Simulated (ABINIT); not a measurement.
The system is HgTe.

```
Hg Te
1.0
    -3.04560    3.04560    1.55941
     3.04560   -3.04560    1.55941
     3.04560    3.04560   -1.55941
Hg Te
1 1
Direct
  0.75000 0.25000 0.50000
  0.00000 0.00000 0.00000
```

Measurements of this composition are mostly on another form, of space group No. 216.

Base run:

- Program: ABINIT 10.8.3 (patched build)
- Functional: LDA
- Potentials or basis: PseudoDojo NC SR LDA v0.4.1 standard
- Cutoff: 952 eV
- k mesh: 8 × 8 × 8
- Occupations: fermi-dirac, width 0.05 eV
- Spin: no spin polarisation

Its results: band gap on the k mesh none (metal or under the smearing width); pressure -5.4 GPa.

Q: The run is repeated on the same cell with these changes: potentials or basis from PseudoDojo NC SR LDA v0.4.1 standard to PseudoDojo NC SR LDA v0.4 stringent; cutoff from 952 eV to 1061 eV; valence electrons from 36 to 44. What comes out?

A: Band gap on the k mesh none (metal or under the smearing width); pressure -14.8 GPa.

Not every run made on this cell is shown here.
